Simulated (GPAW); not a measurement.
Set up this calculation in GPAW 26.7.0, as an ASE script.

```
Task                : single point
Functional          : PBE
Potentials or basis : GPAW PAW data sets (gpaw-data 1.2.1)
Cutoff              : 600 eV
Basis               : pw
k mesh              : 11 × 11 × 11
Occupations         : gaussian, width 0.016 eV
Spin                : no spin polarisation
Maxiter             : 150
```

The structure of Nb lies in Nb.xyz:

```xyz
1
Lattice="-1.6639500000 1.6639500000 1.6639500000 1.6639500000 -1.6639500000 1.6639500000 1.6639500000 1.6639500000 -1.6639500000" Properties=species:S:1:pos:R:3 pbc="T T T"
Nb     0.0000000000      0.0000000000      0.0000000000
```

One way to write it, as run:

run.py

```python
from ase.dft.bandgap import bandgap
from ase.io import read, write
from ase.units import Bohr, GPa
from gpaw import GPAW, PW
from gpaw.elf import elf_from_dft_calculation

atoms = read('Nb.xyz')

calc = GPAW(mode=PW(600),
            xc='PBE',
            kpts={'size': (11, 11, 11), 'gamma': True},
            occupations={'name': 'methfessel-paxton', 'order': 0, 'width': 0.016},
            nbands=15,
            convergence={'density': 1e-05, 'energy': 1e-05},
            maxiter=150,
            txt='gpaw.txt')
atoms.calc = calc
energy = atoms.get_potential_energy()
forces = atoms.get_forces()
stress = atoms.get_stress()
calc.write('gs.gpw')
write('result.traj', atoms)
print(f'Energy: {energy:.6f} eV')
print('Forces (eV/A):')
print(forces.round(4))
print('Stress (GPa):', (stress / GPa).round(3))
print('Fermi level:', round(calc.get_fermi_level(), 4), 'eV')
print(f'Gap: {bandgap(calc)[0]:.4f} eV, direct: {bandgap(calc, direct=True)[0]:.4f} eV')

# fields on the real-space grid
write('density.cube', atoms, data=calc.get_pseudo_density() * Bohr**3)
write('potential.cube', atoms, data=calc.get_electrostatic_potential())
write('elf.cube', atoms, data=elf_from_dft_calculation(calc).data)
```

Potentials or basis: GPAW PAW data sets (gpaw-data 1.2.1), pw.

Launch:

```bash
$ OMP_NUM_THREADS=1 python run.py
```

Results of the run:

```yaml
Pressure: -2.5 GPa
Band_gap_on_the_k_mesh: none (metal or under the smearing width)
```

Wall time 13 s on 1 thread of Arm Neoverse V1, on a shared host, peak memory 0.14 GiB.
